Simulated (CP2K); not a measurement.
The system is TiO2.

```
Ti O
1.0
     6.43537    0.00000    0.00000
     5.33288    3.60199    0.00000
    -1.84389   -0.56437    6.32897
Ti O
4 8
Direct
  0.90007 0.90007 0.28960
  0.19529 0.19529 0.28376
  0.09993 0.09993 0.71040
  0.80471 0.80471 0.71624
  0.36193 0.36193 0.29340
  0.26349 0.26349 0.65250
  0.86719 0.86719 0.99529
  0.73651 0.73651 0.34750
  0.94165 0.94165 0.63002
  0.13281 0.13281 0.00471
  0.63807 0.63807 0.70660
  0.05835 0.05835 0.36998
```

The cell comes from a database or a generator and needn't be the stable form of this composition.

Base run:

- Program: CP2K 2026.2
- Functional: PBE
- Potentials or basis: GTH_POTENTIALS Ti GTH-PADE-q12, O GTH-PADE-q6; DZVP-MOLOPT-SR-GTH basis
- Density cutoff: 8163 eV
- k mesh: 6 × 6 × 4
- Occupations: fermi-dirac, width 0.05 eV
- Spin: no spin polarisation

Its results: band gap on the k mesh 2.63 eV, indirect (least direct gap 2.79 eV); pressure -3.2 GPa; largest force 0.276 eV/Å.

The run is repeated on the same cell with these changes: potentials or basis from GTH_POTENTIALS Ti GTH-PADE-q12, O GTH-PADE-q6; DZVP-MOLOPT-SR-GTH basis to GTH_POTENTIALS Ti GTH-PBE-q12, O GTH-PBE-q6; DZVP-MOLOPT-SR-GTH basis; potentials from Ti GTH-PADE-q12 of GTH_POTENTIALS, O GTH-PADE-q6 of GTH_POTENTIALS to Ti GTH-PBE-q12 of GTH_POTENTIALS, O GTH-PBE-q6 of GTH_POTENTIALS. What comes out?

Band gap on the k mesh 2.67 eV, indirect (least direct gap 2.83 eV); pressure -1.0 GPa; largest force 0.216 eV/Å.

Caveats: the basis of atomic orbitals isn't converged, which shifts pressures, moduli and gaps; the potentials were made for another functional, which shifts forces and pressure (some runs).

A k mesh can miss the band edges.
